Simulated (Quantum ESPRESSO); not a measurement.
# 2H-MoTe2, 2 layers, AA' stacking, stepped through biaxial strain, part 2 of 8

What law, if any, do the results for 2H-MoTe2, 2 layers, AA' stacking follow against biaxial strain?

Quantum ESPRESSO 7.5; plane-wave DFT, PBE, GBRV ultrasoft pseudopotentials.

So far. Step 2 (Relaxing cell and ions of the reference):  The last row is no step: it is a fresh SCF in the final cell with a new plane-wave basis, +0 meV from the row before.

**3. Relaxing the ions, -4 %**

Level of this step: plane-wave DFT, PBE-D3(BJ), GBRV ultrasoft pseudopotentials (Quantum ESPRESSO).

m0.relax.in reads:

```
&control
  prefix = 'm0.relax'
  outdir = './out'
  pseudo_dir = './pseudo'
  nstep = 40
  forc_conv_thr = 0.0003
  calculation = 'relax'
  tstress = .true.
/
&system
  ibrav = 0
  nat = 6
  ntyp = 2
  ecutwfc = 50
  ecutrho = 250
  vdw_corr = 'grimme-d3'
  dftd3_version = 4
  occupations = 'smearing'
  smearing = 'fd'
  degauss = 0.002
/
&electrons
  conv_thr = 1e-09
  mixing_beta = 0.4
  electron_maxstep = 120
  mixing_mode = 'plain'
/
&ions
/
ATOMIC_SPECIES
  Te  127.6000  te_pbe_v1.uspp.F.UPF
  Mo  95.9500  mo_pbe_v1.uspp.F.UPF
CELL_PARAMETERS angstrom
  3.37665497184000 0.00000000000000 0.00000000000000
  -1.68832748544000 2.92426898496000 0.00000000000000
  0.00000000000000 0.00000000000000 25.74820526100000
ATOMIC_POSITIONS crystal
  Te  0.333333333300 0.666666666700 0.295521086700
  Mo  0.000000000000 0.000000000000 0.366161416800
  Te  0.333333333300 0.666666666700 0.436901447900
  Te  0.000000000000 0.000000000000 0.563098552100
  Mo  0.333333333300 0.666666666700 0.633838583200
  Te  0.000000000000 0.000000000000 0.704478913300
K_POINTS automatic
  12 12 1 0 0 0
```

Command:

```
OMP_NUM_THREADS=1 mpirun -n 4 pw.x -nk 4 -in m0.relax.in > m0.relax.out
```

The log of the run:

```text
[banner, memory and clock lines left out]
Program PWSCF v.7.5 starts
[citation notice left out]

[...]
Message from routine setup:
[...]
bravais-lattice index     =            0
     lattice parameter (alat)  =       6.3810  a.u.
     unit-cell volume          =    1715.7246 (a.u.)^3
     number of atoms/cell      =            6
     number of atomic types    =            2
     number of electrons       =        52.00
     number of Kohn-Sham states=           31
     kinetic-energy cutoff     =      50.0000  Ry
     charge density cutoff     =     250.0000  Ry
     scf convergence threshold =      1.0E-09
     mixing beta               =       0.4000
     number of iterations used =            8  plain     mixing
     energy convergence thresh.=      1.0E-04
     force convergence thresh. =      3.0E-04
     Exchange-correlation= SLA  PW   PBE  PBE
                           (   1   4   3   4   0   0   0)
     nstep                     =           40

[...]
PseudoPot. # 1 for Te read from file:
     ./pseudo/te_pbe_v1.uspp.F.UPF
     Pseudo is Ultrasoft + core correction, Zval =  6.0
     Generated by new atomic code, or converted to UPF format
     Using radial grid of  891 points,  5 beta functions with:
                l(1) =   0
                l(2) =   0
                l(3) =   1
                l(4) =   1
                l(5) =   2
     Q(r) pseudized with  6 coefficients,  rinner =    1.800   1.800   1.800
                                                       1.800   1.800

     PseudoPot. # 2 for Mo read from file:
     ./pseudo/mo_pbe_v1.uspp.F.UPF
     Pseudo is Ultrasoft + core correction, Zval = 14.0
     Generated by new atomic code, or converted to UPF format
     Using radial grid of  889 points,  6 beta functions with:
                l(1) =   0
                l(2) =   0
                l(3) =   1
                l(4) =   1
                l(5) =   2
                l(6) =   2
     Q(r) pseudized with  6 coefficients,  rinner =    1.000   1.000   1.000
                                                       1.000   1.000

     atomic species   valence    mass     pseudopotential
     Te                6.00   127.60000     Te( 1.00)
     Mo               14.00    95.95000     Mo( 1.00)

     12 Sym. Ops., with inversion, found ( 6 have fractional translation)

[...]
number of k points=    19  Fermi-Dirac smearing, width (Ry)=  0.0020
[...]
Dense  grid:   114335 G-vectors     FFT dimensions: (  36,  36, 250)

     Smooth grid:    82053 G-vectors     FFT dimensions: (  30,  30, 225)

     Initial potential from superposition of free atoms

     starting charge      51.9970, renormalised to      52.0000

     negative rho (up, down):  2.349E-03 0.000E+00
     Starting wfcs are   42 randomized atomic wfcs

     per-process dynamical memory:   105.1 Mb

     Self-consistent Calculation

     iteration #  1     ecut=    50.00 Ry     beta= 0.40
     Davidson diagonalization with overlap
     ethr =  1.00E-02,  avg # of iterations =  2.0

     negative rho (up, down):  2.450E-03 0.000E+00

     total energy              =    -384.21874722 Ry
     estimated scf accuracy    <       1.53303847 Ry

     iteration #  2     ecut=    50.00 Ry     beta= 0.40
[...]
negative rho (up, down):  3.521E-04 0.000E+00

[...]
total energy              =    -384.28845583 Ry
     estimated scf accuracy    <       6.57859855 Ry

     iteration #  3     ecut=    50.00 Ry     beta= 0.40
[...]
negative rho (up, down):  4.362E-04 0.000E+00

[...]
total energy              =    -384.93291359 Ry
     estimated scf accuracy    <       0.11757109 Ry

     iteration #  4     ecut=    50.00 Ry     beta= 0.40
[...]
negative rho (up, down):  8.613E-04 0.000E+00

[...]
total energy              =    -384.94407249 Ry
     estimated scf accuracy    <       0.02929727 Ry

     iteration #  5     ecut=    50.00 Ry     beta= 0.40
[...]
negative rho (up, down):  1.608E-03 0.000E+00

[...]
total energy              =    -384.94444241 Ry
     estimated scf accuracy    <       0.02085191 Ry

     iteration #  6     ecut=    50.00 Ry     beta= 0.40
[...]
negative rho (up, down):  2.447E-03 0.000E+00

[...]
total energy              =    -384.94454420 Ry
     estimated scf accuracy    <       0.00980806 Ry

[...]
iteration # 15     ecut=    50.00 Ry     beta= 0.40
[...]
negative rho (up, down):  2.367E-03 0.000E+00

[...]
total energy              =    -384.94615532 Ry
     estimated scf accuracy    <       0.00000001 Ry

     iteration # 16     ecut=    50.00 Ry     beta= 0.40
[...]
negative rho (up, down):  2.368E-03 0.000E+00

[...]
total energy              =    -384.94615532 Ry
     estimated scf accuracy    <       0.00000005 Ry

     iteration # 17     ecut=    50.00 Ry     beta= 0.40
[...]
negative rho (up, down):  2.368E-03 0.000E+00

[...]
total energy              =    -384.94615532 Ry
     estimated scf accuracy    <          8.1E-09 Ry

     iteration # 18     ecut=    50.00 Ry     beta= 0.40
[...]
negative rho (up, down):  2.367E-03 0.000E+00

[...]
End of self-consistent calculation

          k = 0.0000 0.0000 0.0000 ( 10207 PWs)   bands (ev):

   -56.6683 -56.6683 -30.9309 -30.9309 -30.6725 -30.6725 -30.6725 -30.6725
    -9.4994  -9.2733  -8.5604  -8.2520  -2.0322  -1.2594   0.9881   2.2864
     2.3572   2.3572   2.3630   2.3630   2.8739   3.2057   3.2057   3.2247
     3.2247   3.8455   7.5010   7.5010   7.5981   7.5981   7.7960

          k = 0.0000 0.0962 0.0000 ( 10229 PWs)   bands (ev):

   -56.6672 -56.6672 -30.9279 -30.9279 -30.6864 -30.6864 -30.6757 -30.6757
    -9.3851  -9.1591  -8.4748  -8.1719  -1.9111  -1.1391   0.9366   2.0615
     2.1201   2.1510   2.4525   2.4618   2.8740   3.0547   3.0779   3.1653
     3.2028   3.8842   7.0098   7.1037   7.1579   7.2494   7.4192

[...]
the Fermi energy is     4.4539 ev

!    total energy              =    -384.94615532 Ry
     estimated scf accuracy    <          5.1E-11 Ry
     smearing contrib. (-TS)   =      -0.00000000 Ry
     internal energy E=F+TS    =    -384.94615532 Ry

     The total energy is F=E-TS. E is the sum of the following terms:
     one-electron contribution =   -2133.87463537 Ry
     hartree contribution      =    1076.57623770 Ry
     xc contribution           =     -97.08376333 Ry
     ewald contribution        =     769.65010124 Ry
     DFT-D3 Dispersion         =      -0.21409556 Ry

     convergence has been achieved in  18 iterations

     negative rho (up, down):  2.367E-03 0.000E+00

     Forces acting on atoms (cartesian axes, Ry/au):

     atom    1 type  1   force =     0.00000000   -0.00000000   -0.03358604
     atom    2 type  2   force =     0.00000000    0.00000000   -0.00013441
     atom    3 type  1   force =     0.00000000    0.00000000    0.03265126
     atom    4 type  1   force =     0.00000000    0.00000000   -0.03265126
     atom    5 type  2   force =     0.00000000    0.00000000    0.00013441
     atom    6 type  1   force =    -0.00000000   -0.00000000    0.03358604

     Total force =     0.066244     Total SCF correction =     0.000030

     Computing stress (Cartesian axis) and pressure

     negative rho (up, down):  2.367E-03 0.000E+00
          total   stress  (Ry/bohr**3)                   (kbar)     P=       50.34
   0.00037786  -0.00000000   0.00000000           55.59       -0.00        0.00
  -0.00000000   0.00037786  -0.00000000           -0.00       55.59       -0.00
   0.00000000   0.00000000   0.00027082            0.00        0.00       39.84

     BFGS Geometry Optimization
     Energy error            =      4.4E-03 Ry
     Gradient error          =      3.4E-02 Ry/Bohr

     number of scf cycles    =   1
     number of bfgs steps    =   0

     energy             new  =    -384.9461553248 Ry

     new trust radius        =       0.0335860374 bohr
     new conv_thr            =       0.0000000010 Ry

ATOMIC_POSITIONS (crystal)
Te               0.3333333333        0.6666666667        0.2948308263
Mo               0.0000000000        0.0000000000        0.3661586543
Te               0.3333333333        0.6666666667        0.4375724967
Te               0.0000000000        0.0000000000        0.5624275033
Mo               0.3333333333        0.6666666667        0.6338413457
Te              -0.0000000000       -0.0000000000        0.7051691737

[...]
NEW-OLD atomic charge density approx. for the potential

     negative rho (up, down):  2.340E-03 0.000E+00

     per-process dynamical memory:   119.6 Mb

[...]
!    total energy              =    -384.94980428 Ry
[...]
Total force =     0.044099     Total SCF correction =     0.000061
[...]
number of bfgs steps    =   1
[...]
energy             new  =    -384.9498042776 Ry
[...]
new trust radius        =       0.0369446411 bohr
[...]
!    total energy              =    -384.95214524 Ry
[...]
Total force =     0.021254     Total SCF correction =     0.000047
[...]
number of bfgs steps    =   2
[...]
energy             new  =    -384.9521452356 Ry
[...]
new trust radius        =       0.0354298521 bohr
[...]
!    total energy              =    -384.95288703 Ry
[...]
Total force =     0.003185     Total SCF correction =     0.000019
[...]
number of bfgs steps    =   3
[...]
energy             new  =    -384.9528870296 Ry
[...]
new trust radius        =       0.0032725314 bohr
[...]
!    total energy              =    -384.95289873 Ry
[...]
Total force =     0.003076     Total SCF correction =     0.000016
[...]
number of bfgs steps    =   4
[...]
energy             new  =    -384.9528987319 Ry
[...]
new trust radius        =       0.0035997845 bohr
[...]
!    total energy              =    -384.95291383 Ry
[...]
Total force =     0.003181     Total SCF correction =     0.000003
[...]
number of bfgs steps    =   5
[...]
energy             new  =    -384.9529138261 Ry
[...]
new trust radius        =       0.0053996768 bohr
[...]
!    total energy              =    -384.95303388 Ry
[...]
Total force =     0.004114     Total SCF correction =     0.000005
[...]
number of bfgs steps    =   8
[...]
energy             new  =    -384.9530338824 Ry
[...]
new trust radius        =       0.0182239090 bohr
[...]
Self-consistent Calculation

     iteration #  1     ecut=    50.00 Ry     beta= 0.40
     Davidson diagonalization with overlap
     ethr =  1.00E-06,  avg # of iterations =  6.1

     Threshold (ethr) on eigenvalues was too large:
     Diagonalizing with lowered threshold

     Davidson diagonalization with overlap
     ethr =  6.93E-08,  avg # of iterations =  3.9

     negative rho (up, down):  2.425E-03 0.000E+00

     total energy              =    -384.95307713 Ry
     estimated scf accuracy    <       0.00008591 Ry

[...]
iteration # 13     ecut=    50.00 Ry     beta= 0.40
[...]
negative rho (up, down):  2.424E-03 0.000E+00

[...]
End of self-consistent calculation

          k = 0.0000 0.0000 0.0000 ( 10207 PWs)   bands (ev):

   -56.6549 -56.6549 -30.9017 -30.9017 -30.6316 -30.6316 -30.6316 -30.6316
    -9.3827  -9.1053  -8.5522  -8.2116  -1.9359  -1.0920   0.8800   2.2197
     2.6301   2.6301   2.6368   2.6368   2.8211   3.4232   3.4232   3.4446
     3.4446   3.7942   7.4730   7.4730   7.6051   7.6051   7.7292

          k = 0.0000 0.0962 0.0000 ( 10229 PWs)   bands (ev):

   -56.6537 -56.6537 -30.8990 -30.8990 -30.6449 -30.6449 -30.6347 -30.6347
    -9.2697  -8
```

Run time: 11 min. Hardware: 4 MPI ranks of Arm Neoverse V2, shared host; peak memory 0.93 GiB; 44 min of CPU time.

Relaxation path:

```
step  energy less that of the first step (eV)  largest force (eV/Å)
   1                                   0.0000                0.8635
   2                                  -0.0496                0.5826
   3                                  -0.0815                0.2952
   4                                  -0.0916                0.0429
   5                                  -0.0917                0.0349
   6                                  -0.0920                0.0443
   7                                  -0.0923                0.0533
   8                                  -0.0928                0.0618
   9                                  -0.0936                0.0691
  10                                  -0.0946                0.0734
  11                                  -0.0959                0.0716
  12                                  -0.0971                0.0538
  13                                  -0.0974                0.0326
  14                                  -0.0975                0.0138
  15                                  -0.0975                0.0021
```

The atoms that moved most (Å):

```
atom     dx     dy      dz  length
 Te1  0.000  0.000  -0.127   0.127
 Te6  0.000  0.000   0.127   0.127
 Mo2  0.000  0.000  -0.069   0.069
 Mo5  0.000  0.000   0.069   0.069
 Te4  0.000  0.000   0.011   0.011
 Te3  0.000  0.000  -0.011   0.011
```

Final coordinates:

```cif
data_structure
_symmetry_space_group_name_H-M 'P 1'
_symmetry_Int_Tables_number 1
_cell_length_a 3.3767
_cell_length_b 3.3767
_cell_length_c 25.7482
_cell_angle_alpha 90.000
_cell_angle_beta 90.000
_cell_angle_gamma 120.000
_cell_volume 254.24
loop_
_atom_site_label
_atom_site_type_symbol
_atom_site_fract_x
_atom_site_fract_y
_atom_site_fract_z
_atom_site_occupancy
Te1 Te 0.33333 0.66667 0.29058 1
Mo2 Mo 0.00000 0.00000 0.36347 1
Te3 Te 0.33333 0.66667 0.43647 1
Te4 Te 0.00000 0.00000 0.56353 1
Mo5 Mo 0.33333 0.66667 0.63653 1
Te6 Te 0.00000 0.00000 0.70942 1
```

The relaxation lowers the energy by 16 meV an atom.

Read from the output:

```
free energy  : -5237.5568 eV
Fermi energy : 4.500 eV
```

(Continued in part 3 of 8.)

[Logs are printed without paths, hosts, clocks, repeated set-up lines and the standing remarks that a program may print on its own settings, such as how far it seeks lower states.]

[Hosts, paths, dates, database ids (printed as entryN), source tags and the programs' standing remarks are cut or masked in the printed files.]

[Maps of the electrostatic potential energy from Ansatz leave out the sawtooth potential of an applied field or a dipole correction, so their vacuum need not be flat; planar profiles and work functions include it.]
